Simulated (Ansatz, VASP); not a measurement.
One calculation of Sb, two programs

```xyz
4
Lattice="4.5577 0.0000 0.0000 0.0000 4.4504 0.0000 -1.3293 0.0000 6.4065" Properties=species:S:1:pos:R:3 pbc="T T T"
Sb    0.6405    1.1126    4.3799
Sb    3.2550    3.3378    4.8866
Sb   -0.0266    1.1126    1.5199
Sb    2.5879    3.3378    2.0266
```

Change from the starting cell: volume scaled by 1.02.

Alike in both runs: task single point; functional LDA; k mesh 6 × 6 × 4; occupations fermi-dirac, width 0.05 eV; no spin polarisation.

|  | VASP | Ansatz |
| --- | --- | --- |
| version | VASP 6.6.1 | Ansatz 0.2.0 |
| potentials or method | VASP PAW LDA potentials, release 64 (Sb), cutoff 520 eV | all-electron LAPW, scalar-relativistic |

|  | VASP | Ansatz | Ansatz less VASP |
| --- | --- | --- | --- |
| gap on the k mesh at the Fermi level (eV) | none | none | - |
| pressure (GPa) | -4.0 | -4.2 | -0.14 |
| largest component of the traceless stress (GPa) | 0.65 | 0.65 | +0.003 |
| rms of the force components (eV/Å) | 0.149 | 0.177 | +0.0279 |

Atom by atom the forces differ by 0.029 eV/Å (rms over components). A gap of «none» marks a metal or a gap that the smearing closes. Ansatz ran all-electron here, so the differences hold the error of VASP's frozen core and of both bases.

Spin-orbit coupling is left out, which matters for the levels of Sb.
